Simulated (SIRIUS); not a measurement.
# CdSe (Cadmoselite) (P6_3mc) in SIRIUS: equation of state, part 2 of 3

SIRIUS 7.12.0.

### Step 3. Equation of state, PBEsol, 26.98 Å³/atom (volume scaled by 0.96)

Input file sirius.json:

```json
{
  "control": {
    "processing_unit": "cpu",
    "std_evp_solver_name": "lapack",
    "gen_evp_solver_name": "lapack",
    "verbosity": 2,
    "print_forces": false,
    "ortho_rf": true,
    "use_second_variation": true,
    "rmt_max": 3.0,
    "num_bands_to_print": 24,
    "save_wf": true
  },
  "parameters": {
    "electronic_structure_method": "full_potential_lapwlo",
    "xc_functionals": ["XC_GGA_X_PBE_SOL", "XC_GGA_C_PBE_SOL"],
    "core_relativity": "dirac",
    "valence_relativity": "iora",
    "num_fv_states": 51,
    "smearing": "fermi_dirac",
    "smearing_width": 0.0018374661,
    "pw_cutoff": 20,
    "gk_cutoff": 3.65,
    "lmax_apw": 10,
    "lmax_rho": 8,
    "lmax_pot": 8,
    "num_mag_dims": 0,
    "auto_rmt": 0,
    "ngridk": [7, 7, 4],
    "shiftk": [0, 0, 0],
    "num_dft_iter": 80,
    "energy_tol": 1e-07,
    "density_tol": 1e-05,
    "use_symmetry": true
  },
  "settings": {"tol_ne": 1e-10},
  "iterative_solver": {"type": "exact"},
  "mixer": {"type": "anderson", "beta": 0.5, "max_history": 8},
  "unit_cell": {
    "lattice_vectors": [[8.0160004634, 0.0, 0.0], [-4.0080002317, 6.9420600381, 0.0], [0.0, 0.0, 13.0865868031]],
    "atom_types": ["Cd", "Se"],
    "atom_files": {"Cd": "Cd.json", "Se": "Se.json"},
    "atoms": {
      "Cd": [[0.6666666667, 0.3333333333, 0.5], [0.3333333333, 0.6666666667, 0.0]],
      "Se": [[0.6666666667, 0.3333333333, 0.885], [0.3333333333, 0.6666666667, 0.385]]
    }
  }
}
```

Input file Cd.json:

```json
{
  "name": "cadmium",
  "symbol": "Cd",
  "number": 48,
  "mass": 112.411,
  "rmin": 1e-06,
  "rmt": 2.45,
  "nrmt": 800,
  "rinf": 14.45,
  "core": "1s2s2p3s3p3d",
  "valence": [
    {"basis": [{"enu": -0.08, "dme": 0, "n": 0, "auto": 0}, {"enu": -0.08, "dme": 1, "n": 0, "auto": 0}]},
    {"l": 0, "n": 1, "basis": [{"enu": 0.02, "dme": 0, "n": 0, "auto": 0}]},
    {"l": 1, "n": 2, "basis": [{"enu": 0.02, "dme": 0, "n": 0, "auto": 0}]},
    {"l": 2, "n": 3, "basis": [{"enu": -0.0402, "dme": 0, "n": 0, "auto": 0}]},
    {"l": 3, "n": 4, "basis": [{"enu": 0.02, "dme": 0, "n": 0, "auto": 0}]}
  ],
  "lo": [
    {"l": 0, "basis": [{"enu": 0.02, "dme": 0, "n": 0, "auto": 0}, {"enu": 0.02, "dme": 1, "n": 0, "auto": 0}]},
    {
      "l": 0,
      "basis": [{"enu": -3.6389, "dme": 0, "n": 4, "auto": 1}, {"enu": -3.6389, "dme": 1, "n": 4, "auto": 1}]
    },
    {
      "l": 0,
      "basis": [{"enu": -3.6389, "dme": 1, "n": 4, "auto": 1}, {"enu": 0.02, "dme": 0, "n": 0, "auto": 0}]
    },
    {"l": 0, "basis": [{"enu": 0.02, "dme": 0, "n": 0, "auto": 0}, {"enu": 2.6856, "dme": 0, "n": 0, "auto": 0}]},
    {"l": 1, "basis": [{"enu": 0.02, "dme": 0, "n": 0, "auto": 0}, {"enu": 0.02, "dme": 1, "n": 0, "auto": 0}]},
    {
      "l": 1,
      "basis": [{"enu": -2.2196, "dme": 0, "n": 4, "auto": 1}, {"enu": -2.2196, "dme": 1, "n": 4, "auto": 1}]
    },
    {
      "l": 1,
      "basis": [{"enu": -2.2196, "dme": 1, "n": 4, "auto": 1}, {"enu": 0.02, "dme": 0, "n": 0, "auto": 0}]
    },
    {"l": 1, "basis": [{"enu": 0.02, "dme": 0, "n": 0, "auto": 0}, {"enu": 3.0854, "dme": 0, "n": 0, "auto": 0}]},
    {
      "l": 2,
      "basis": [{"enu": -0.0402, "dme": 0, "n": 0, "auto": 0}, {"enu": -0.0402, "dme": 1, "n": 0, "auto": 0}]
    },
    {
      "l": 2,
      "basis": [{"enu": -0.0402, "dme": 1, "n": 0, "auto": 0}, {"enu": -0.0402, "dme": 2, "n": 0, "auto": 0}]
    },
    {
      "l": 2,
      "basis": [{"enu": -0.0402, "dme": 0, "n": 0, "auto": 0}, {"enu": 2.5587, "dme": 0, "n": 0, "auto": 0}]
    },
    {"l": 3, "basis": [{"enu": 0.02, "dme": 0, "n": 0, "auto": 0}, {"enu": 0.02, "dme": 1, "n": 0, "auto": 0}]},
    {"l": 3, "basis": [{"enu": 0.02, "dme": 0, "n": 0, "auto": 0}, {"enu": 2.9188, "dme": 0, "n": 0, "auto": 0}]}
  ],
  "free_atom": [... radial grid and density of the free atom, the start of the SCF ...]
}
```

Input file Se.json:

```json
{
  "name": "selenium",
  "symbol": "Se",
  "number": 34,
  "mass": 78.96,
  "rmin": 1e-06,
  "rmt": 2.3,
  "nrmt": 800,
  "rinf": 13.6,
  "core": "1s2s2p3s",
  "valence": [
    {"basis": [{"enu": -0.08, "dme": 0, "n": 0, "auto": 0}, {"enu": -0.08, "dme": 1, "n": 0, "auto": 0}]},
    {"l": 0, "n": 1, "basis": [{"enu": -0.1283, "dme": 0, "n": 0, "auto": 0}]},
    {"l": 1, "n": 2, "basis": [{"enu": 0.02, "dme": 0, "n": 0, "auto": 0}]},
    {"l": 2, "n": 3, "basis": [{"enu": 0.02, "dme": 0, "n": 0, "auto": 0}]},
    {"l": 3, "n": 4, "basis": [{"enu": 0.02, "dme": 0, "n": 0, "auto": 0}]}
  ],
  "lo": [
    {
      "l": 0,
      "basis": [{"enu": -0.1283, "dme": 0, "n": 0, "auto": 0}, {"enu": -0.1283, "dme": 1, "n": 0, "auto": 0}]
    },
    {
      "l": 0,
      "basis": [{"enu": -0.1283, "dme": 1, "n": 0, "auto": 0}, {"enu": -0.1283, "dme": 2, "n": 0, "auto": 0}]
    },
    {
      "l": 0,
      "basis": [{"enu": -0.1283, "dme": 0, "n": 0, "auto": 0}, {"enu": 2.1401, "dme": 0, "n": 0, "auto": 0}]
    },
    {"l": 1, "basis": [{"enu": 0.02, "dme": 0, "n": 0, "auto": 0}, {"enu": 0.02, "dme": 1, "n": 0, "auto": 0}]},
    {
      "l": 1,
      "basis": [{"enu": -5.3406, "dme": 0, "n": 3, "auto": 1}, {"enu": -5.3406, "dme": 1, "n": 3, "auto": 1}]
    },
    {
      "l": 1,
      "basis": [{"enu": -5.3406, "dme": 1, "n": 3, "auto": 1}, {"enu": 0.02, "dme": 0, "n": 0, "auto": 0}]
    },
    {"l": 1, "basis": [{"enu": 0.02, "dme": 0, "n": 0, "auto": 0}, {"enu": 3.4983, "dme": 0, "n": 0, "auto": 0}]},
    {"l": 2, "basis": [{"enu": 0.02, "dme": 0, "n": 0, "auto": 0}, {"enu": 0.02, "dme": 1, "n": 0, "auto": 0}]},
    {
      "l": 2,
      "basis": [{"enu": -1.6995, "dme": 0, "n": 3, "auto": 1}, {"enu": -1.6995, "dme": 1, "n": 3, "auto": 1}]
    },
    {
      "l": 2,
      "basis": [{"enu": -1.6995, "dme": 1, "n": 3, "auto": 1}, {"enu": 0.02, "dme": 0, "n": 0, "auto": 0}]
    },
    {"l": 2, "basis": [{"enu": 0.02, "dme": 0, "n": 0, "auto": 0}, {"enu": 3.9519, "dme": 0, "n": 0, "auto": 0}]},
    {"l": 3, "basis": [{"enu": 0.02, "dme": 0, "n": 0, "auto": 0}, {"enu": 0.02, "dme": 1, "n": 0, "auto": 0}]},
    {"l": 3, "basis": [{"enu": 0.02, "dme": 0, "n": 0, "auto": 0}, {"enu": 3.3092, "dme": 0, "n": 0, "auto": 0}]}
  ],
  "free_atom": [... radial grid and density of the free atom, the start of the SCF ...]
}
```

Input file sirius_start.json:

```json
{
  "control": {
    "processing_unit": "cpu",
    "std_evp_solver_name": "lapack",
    "gen_evp_solver_name": "lapack",
    "verbosity": 1,
    "print_forces": false,
    "ortho_rf": true,
    "use_second_variation": true,
    "rmt_max": 3.0,
    "num_bands_to_print": 24,
    "save_wf": false
  },
  "parameters": {
    "electronic_structure_method": "full_potential_lapwlo",
    "xc_functionals": ["XC_LDA_X", "XC_LDA_C_PW"],
    "core_relativity": "dirac",
    "valence_relativity": "iora",
    "num_fv_states": 51,
    "smearing": "fermi_dirac",
    "smearing_width": 0.0055123983,
    "pw_cutoff": 20,
    "gk_cutoff": 2.92,
    "lmax_apw": 10,
    "lmax_rho": 8,
    "lmax_pot": 8,
    "num_mag_dims": 0,
    "auto_rmt": 0,
    "ngridk": [3, 3, 2],
    "shiftk": [0, 0, 0],
    "num_dft_iter": 30,
    "energy_tol": 0.01,
    "density_tol": 0.05,
    "use_symmetry": true
  },
  "settings": {"tol_ne": 1e-10},
  "iterative_solver": {"type": "exact"},
  "mixer": {"type": "anderson", "beta": 0.5, "max_history": 8},
  "unit_cell": {
    "lattice_vectors": [[8.0160004634, 0.0, 0.0], [-4.0080002317, 6.9420600381, 0.0], [0.0, 0.0, 13.0865868031]],
    "atom_types": ["Cd", "Se"],
    "atom_files": {"Cd": "Cd.json", "Se": "Se.json"},
    "atoms": {
      "Cd": [[0.6666666667, 0.3333333333, 0.5], [0.3333333333, 0.6666666667, 0.0]],
      "Se": [[0.6666666667, 0.3333333333, 0.885], [0.3333333333, 0.6666666667, 0.385]]
    }
  }
}
```

Potentials or basis: all-electron FP-LAPW, apw+lo standard.

Launch:

```bash
OMP_NUM_THREADS=1 sirius.scf --input=sirius_start.json --output=start.json
OMP_NUM_THREADS=1 sirius.scf --input=sirius.json --output=output.json --task=1
```

It took 4.2 min on 1 thread of Arm Neoverse V1, shared host; peak memory 0.83 GiB.

Results (log left out):

```yaml
Free_energy: -436581.9386 eV
Band_gap_on_the_k_mesh: 0.66 eV, direct
All_electrons_inside_the_program's_atomic_spheres: Cd 46.37; Se 32.26 (radii Cd 2.45, Se 2.3 bohr)
```

### Step 4. Equation of state, PBEsol, 27.54 Å³/atom (volume scaled by 0.98)

Edit sirius.json of step 3 so:

```diff
@@ -39,3 +39,3 @@
   "unit_cell": {
-    "lattice_vectors": [[8.0160004634, 0.0, 0.0], [-4.0080002317, 6.9420600381, 0.0], [0.0, 0.0, 13.0865868031]],
+    "lattice_vectors": [[8.0712849722, 0.0, 0.0], [-4.0356424861, 6.9899378272, 0.0], [0.0, 0.0, 13.1768419779]],
     "atom_types": ["Cd", "Se"],
```

Cd.json is that of step 3.

Se.json is that of step 3.

Edit sirius_start.json of step 3 so:

```diff
@@ -39,3 +39,3 @@
   "unit_cell": {
-    "lattice_vectors": [[8.0160004634, 0.0, 0.0], [-4.0080002317, 6.9420600381, 0.0], [0.0, 0.0, 13.0865868031]],
+    "lattice_vectors": [[8.0712849722, 0.0, 0.0], [-4.0356424861, 6.9899378272, 0.0], [0.0, 0.0, 13.1768419779]],
     "atom_types": ["Cd", "Se"],
```

Launch:

```bash
OMP_NUM_THREADS=1 sirius.scf --input=sirius_start.json --output=start.json
OMP_NUM_THREADS=1 sirius.scf --input=sirius.json --output=output.json --task=1
```

It took 4.3 min on 1 thread of Arm Neoverse V1, shared host; peak memory 0.84 GiB.

Results (log left out):

```yaml
Free_energy: -436581.9649 eV
Band_gap_on_the_k_mesh: 0.61 eV, direct
All_electrons_inside_the_program's_atomic_spheres: Cd 46.35; Se 32.25 (radii Cd 2.45, Se 2.3 bohr)
```

### Step 5. Equation of state, PBEsol, 28.66 Å³/atom (volume scaled by 1.02)

Edit sirius.json of step 4 so:

```diff
@@ -39,3 +39,3 @@
   "unit_cell": {
-    "lattice_vectors": [[8.0712849722, 0.0, 0.0], [-4.0356424861, 6.9899378272, 0.0], [0.0, 0.0, 13.1768419779]],
+    "lattice_vectors": [[8.1796372971, 0.0, 0.0], [-4.0898186487, 7.0837736931, 0.0], [0.0, 0.0, 13.3537334479]],
     "atom_types": ["Cd", "Se"],
```

Input file Cd.json:

```json
{
  "name": "cadmium",
  "symbol": "Cd",
  "number": 48,
  "mass": 112.411,
  "rmin": 1e-06,
  "rmt": 2.45,
  "nrmt": 800,
  "rinf": 14.45,
  "core": "1s2s2p3s3p3d",
  "valence": [
    {"basis": [{"enu": -0.1, "dme": 0, "n": 0, "auto": 0}, {"enu": -0.1, "dme": 1, "n": 0, "auto": 0}]},
    {"l": 0, "n": 1, "basis": [{"enu": 0.0, "dme": 0, "n": 0, "auto": 0}]},
    {"l": 1, "n": 2, "basis": [{"enu": 0.0, "dme": 0, "n": 0, "auto": 0}]},
    {"l": 2, "n": 3, "basis": [{"enu": -0.0602, "dme": 0, "n": 0, "auto": 0}]},
    {"l": 3, "n": 4, "basis": [{"enu": 0.0, "dme": 0, "n": 0, "auto": 0}]}
  ],
  "lo": [
    {"l": 0, "basis": [{"enu": 0.0, "dme": 0, "n": 0, "auto": 0}, {"enu": 0.0, "dme": 1, "n": 0, "auto": 0}]},
    {
      "l": 0,
      "basis": [{"enu": -3.6589, "dme": 0, "n": 4, "auto": 1}, {"enu": -3.6589, "dme": 1, "n": 4, "auto": 1}]
    },
    {"l": 0, "basis": [{"enu": -3.6589, "dme": 1, "n": 4, "auto": 1}, {"enu": 0.0, "dme": 0, "n": 0, "auto": 0}]},
    {"l": 0, "basis": [{"enu": 0.0, "dme": 0, "n": 0, "auto": 0}, {"enu": 2.6656, "dme": 0, "n": 0, "auto": 0}]},
    {"l": 1, "basis": [{"enu": 0.0, "dme": 0, "n": 0, "auto": 0}, {"enu": 0.0, "dme": 1, "n": 0, "auto": 0}]},
    {
      "l": 1,
      "basis": [{"enu": -2.2396, "dme": 0, "n": 4, "auto": 1}, {"enu": -2.2396, "dme": 1, "n": 4, "auto": 1}]
    },
    {"l": 1, "basis": [{"enu": -2.2396, "dme": 1, "n": 4, "auto": 1}, {"enu": 0.0, "dme": 0, "n": 0, "auto": 0}]},
    {"l": 1, "basis": [{"enu": 0.0, "dme": 0, "n": 0, "auto": 0}, {"enu": 3.0654, "dme": 0, "n": 0, "auto": 0}]},
    {
      "l": 2,
      "basis": [{"enu": -0.0602, "dme": 0, "n": 0, "auto": 0}, {"enu": -0.0602, "dme": 1, "n": 0, "auto": 0}]
    },
    {
      "l": 2,
      "basis": [{"enu": -0.0602, "dme": 1, "n": 0, "auto": 0}, {"enu": -0.0602, "dme": 2, "n": 0, "auto": 0}]
    },
    {
      "l": 2,
      "basis": [{"enu": -0.0602, "dme": 0, "n": 0, "auto": 0}, {"enu": 2.5387, "dme": 0, "n": 0, "auto": 0}]
    },
    {"l": 3, "basis": [{"enu": 0.0, "dme": 0, "n": 0, "auto": 0}, {"enu": 0.0, "dme": 1, "n": 0, "auto": 0}]},
    {"l": 3, "basis": [{"enu": 0.0, "dme": 0, "n": 0, "auto": 0}, {"enu": 2.8988, "dme": 0, "n": 0, "auto": 0}]}
  ],
  "free_atom": [... radial grid and density of the free atom, the start of the SCF ...]
}
```

Input file Se.json:

```json
{
  "name": "selenium",
  "symbol": "Se",
  "number": 34,
  "mass": 78.96,
  "rmin": 1e-06,
  "rmt": 2.3,
  "nrmt": 800,
  "rinf": 13.6,
  "core": "1s2s2p3s",
  "valence": [
    {"basis": [{"enu": -0.1, "dme": 0, "n": 0, "auto": 0}, {"enu": -0.1, "dme": 1, "n": 0, "auto": 0}]},
    {"l": 0, "n": 1, "basis": [{"enu": -0.1483, "dme": 0, "n": 0, "auto": 0}]},
    {"l": 1, "n": 2, "basis": [{"enu": 0.0, "dme": 0, "n": 0, "auto": 0}]},
    {"l": 2, "n": 3, "basis": [{"enu": 0.0, "dme": 0, "n": 0, "auto": 0}]},
    {"l": 3, "n": 4, "basis": [{"enu": 0.0, "dme": 0, "n": 0, "auto": 0}]}
  ],
  "lo": [
    {
      "l": 0,
      "basis": [{"enu": -0.1483, "dme": 0, "n": 0, "auto": 0}, {"enu": -0.1483, "dme": 1, "n": 0, "auto": 0}]
    },
    {
      "l": 0,
      "basis": [{"enu": -0.1483, "dme": 1, "n": 0, "auto": 0}, {"enu": -0.1483, "dme": 2, "n": 0, "auto": 0}]
    },
    {
      "l": 0,
      "basis": [{"enu": -0.1483, "dme": 0, "n": 0, "auto": 0}, {"enu": 2.1201, "dme": 0, "n": 0, "auto": 0}]
    },
    {"l": 1, "basis": [{"enu": 0.0, "dme": 0, "n": 0, "auto": 0}, {"enu": 0.0, "dme": 1, "n": 0, "auto": 0}]},
    {
      "l": 1,
      "basis": [{"enu": -5.3606, "dme": 0, "n": 3, "auto": 1}, {"enu": -5.3606, "dme": 1, "n": 3, "auto": 1}]
    },
    {"l": 1, "basis": [{"enu": -5.3606, "dme": 1, "n": 3, "auto": 1}, {"enu": 0.0, "dme": 0, "n": 0, "auto": 0}]},
    {"l": 1, "basis": [{"enu": 0.0, "dme": 0, "n": 0, "auto": 0}, {"enu": 3.4783, "dme": 0, "n": 0, "auto": 0}]},
    {"l": 2, "basis": [{"enu": 0.0, "dme": 0, "n": 0, "auto": 0}, {"enu": 0.0, "dme": 1, "n": 0, "auto": 0}]},
    {
      "l": 2,
      "basis": [{"enu": -1.7195, "dme": 0, "n": 3, "auto": 1}, {"enu": -1.7195, "dme": 1, "n": 3, "auto": 1}]
    },
    {"l": 2, "basis": [{"enu": -1.7195, "dme": 1, "n": 3, "auto": 1}, {"enu": 0.0, "dme": 0, "n": 0, "auto": 0}]},
    {"l": 2, "basis": [{"enu": 0.0, "dme": 0, "n": 0, "auto": 0}, {"enu": 3.9319, "dme": 0, "n": 0, "auto": 0}]},
    {"l": 3, "basis": [{"enu": 0.0, "dme": 0, "n": 0, "auto": 0}, {"enu": 0.0, "dme": 1, "n": 0, "auto": 0}]},
    {"l": 3, "basis": [{"enu": 0.0, "dme": 0, "n": 0, "auto": 0}, {"enu": 3.2892, "dme": 0, "n": 0, "auto": 0}]}
  ],
  "free_atom": [... radial grid and density of the free atom, the start of the SCF ...]
}
```

Edit sirius_start.json of step 4 so:

```diff
@@ -39,3 +39,3 @@
   "unit_cell": {
-    "lattice_vectors": [[8.0712849722, 0.0, 0.0], [-4.0356424861, 6.9899378272, 0.0], [0.0, 0.0, 13.1768419779]],
+    "lattice_vectors": [[8.1796372971, 0.0, 0.0], [-4.0898186487, 7.0837736931, 0.0], [0.0, 0.0, 13.3537334479]],
     "atom_types": ["Cd", "Se"],
```

Launch:

```bash
OMP_NUM_THREADS=1 sirius.scf --input=sirius_start.json --output=start.json
OMP_NUM_THREADS=1 sirius.scf --input=sirius.json --output=output.json --task=1
```

Run time: 4.5 min. Hardware: 1 thread of Arm Neoverse V1, shared host; peak memory 0.87 GiB.

Results (log left out):

| Property | Result |
| --- | --- |
| Free energy | -436581.9697 eV |
| Band gap on the k mesh | 0.53 eV, direct |
| All electrons inside the program's atomic spheres | Cd 46.32; Se 32.22 (radii Cd 2.45, Se 2.3 bohr) |

(Part 2 of 3 ends here.)
